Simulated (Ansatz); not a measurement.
# Al4As3: the cost of one run

Method: DFT PBE, scalar-relativistic, plane waves, PAW, in Ansatz 0.2.0.

1 further run of the same task is left out (set aside as unsound or not needed).

**1. Starting point**

It takes space group F-43m (No. 216, cubic). Conventional cell: a = 5.728 Å, b = 5.728 Å, c = 5.728 Å, α = 90.00°, β = 90.00°, γ = 90.00°. Al (site symmetry -43m) has 4 As at 2.48 Å in its first shell of neighbours. Around As (site symmetry -43m) lie 4 Al at 2.48 Å.

As a file:

```
CELL_PARAMETERS angstrom
0.00000 2.86381 2.86381
2.86381 0.00000 2.86381
2.86381 2.86381 0.00000
ATOMIC_POSITIONS crystal
Al 0.00000 0.00000 0.00000
As 0.75000 0.75000 0.75000
```

This cell was relaxed beforehand with the same method: volume 23.49 Å³/atom, gap on the mesh 1.50 eV.

The bulk reference comes from a run made before at the same settings: -2697.3072 eV/atom.

**2. The (100) slab**

Planes are indexed in the bulk's conventional cell (F-43m (No. 216)), a = 5.728 Å, b = 5.728 Å, c = 5.728 Å, α = 90.00°, β = 90.00°, γ = 90.00°.

The slab is a (100) slab, 8.6 Å thick as cut, with 15 Å of vacuum; its outer planes are Al (top) and Al (bottom).

The slab as cut. Layers, bottom to top:

```tsv
plane	atoms per cell	height over the lowest (Å)
1	Al	0.00
2	As	1.43
3	Al	2.86
4	As	4.30
5	Al	5.73
6	As	7.16
7	Al	8.59
```

**3. Single point on the unrelaxed (100) slab**

The cell repeats along c, and a dipole correction in the vacuum removes the field between the copies.

File input.yaml:

```yaml
crystal:
  lattice:
    - [4.0500342343, 0.0, 0.0]
    - [0.0, 4.0500342343, 0.0]
    - [0.0, 0.0, 23.5914200134]
  atoms:
    - { symbol: Al, position: [0.5, 0.5, 0.3179121899] }
    - { symbol: As, position: [0.5, 0.0, 0.3786081266] }
    - { symbol: Al, position: [0.0, 0.0, 0.4393040633] }
    - { symbol: As, position: [0.0, 0.5, 0.5] }
    - { symbol: Al, position: [0.5, 0.5, 0.5606959367] }
    - { symbol: As, position: [0.5, 0.0, 0.6213918734] }
    - { symbol: Al, position: [0.0, 0.0, 0.6820878101] }
basis:
  ecutwfc: 420
kpoints:
  mp_grid: { grid: [7, 7, 1] }
hamiltonian:
  xc: pbe
scf:
  occupations: { method: gaussian, width: 0.05 }
output:
  forces: true
  stress: true
  eigenvalues: true
  write_density: true
  write_potential: true
  elf: true
  volumetric_format: npy
efield:
  axis: 3
  dipole_correction: true
  ramp_width: 0.04
```

The run is started by

```bash
> ansatz run input.yaml --threads 1 --pin off --max-ram 2560MiB --backend cpu --events-out ev --progress --plain --runs-dir out
```

**Question.** How long does this run take on 1 thread of Intel Xeon at 2.50GHz (Skylake/Cascade Lake), shared host, and how much memory does it need?

About 61 s, with a peak of 0.57 GiB.
